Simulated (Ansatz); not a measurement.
Set up this calculation in Ansatz 0.2.0, as the native input.

```yaml
Task: single point
Functional: PBE
Potentials_or_basis: Ansatz PAW
Cutoff: "420 eV (not typed: the program's choice for these potentials)"
k_mesh: 11 × 11 × 11
Occupations: gaussian, width 0.025 eV
Spin: collinear spin, ferromagnetic start
Starting_moments: "[2.0, 0.0] μB"
```

CoO:

```
Co O
1.0
     1.50547    0.86918    2.43993
    -1.50547    0.86918    2.43993
     0.00000   -1.73837    2.43993
Co O
1 1
Direct
  0.00000 0.00000 0.00000
  0.50000 0.50000 0.50000
```

The cell is a database's computed one.

One way to write it, as run:

input.yaml

```yaml
crystal:
  lattice:
    - [1.5054695445, 0.8691832468, 2.4399269062]
    - [-1.5054695445, 0.8691832468, 2.4399269062]
    - [0.0, -1.7383664936, 2.4399269062]
  atoms:
    - { symbol: Co, position: [0.0, 0.0, 0.0], spin: 2.0 }
    - { symbol: O, position: [0.5, 0.5, 0.5] }
hamiltonian:
  xc: pbe
  pseudopotentials: { kind: paw }
magnetization:
  spin_polarized: true
kpoints:
  mp_grid: { grid: [11, 11, 11] }
scf:
  occupations: { method: gaussian, width: 0.025 }
output:
  forces: true
  stress: true
  eigenvalues: true
  write_density: true
  write_potential: true
  elf: true
  volumetric_format: npy
```

Potentials or basis: Ansatz PAW.

Command:

```bash
$ ansatz run input.yaml --threads 2 --pin off --max-ram 5632MiB --backend cpu --events-out ev --progress --plain --runs-dir out
```

It gave:

```
Pressure               : 0.0 GPa
Band gap on the k mesh : none (metal or under the smearing width)
Net moment             : 2.94 μB per cell
Absolute moment        : 2.95 μB per cell
Site moments           : Co +2.50; O +0.33 μB
```

Caveat: the pressure holds a Pulay correction of +0.7 GPa for the finite cutoff; a cell with one magnetic atom can't hold antiferromagnetic order, which such compounds often take; semilocal functionals often make such compounds metallic where correlation or magnetic order opens a gap, which also shifts bond lengths.

Run time: 6.4 s on 2 threads of Intel(R) Xeon(R) Platinum 8488C (Sapphire Rapids), on a shared host, peak memory 0.43 GiB.
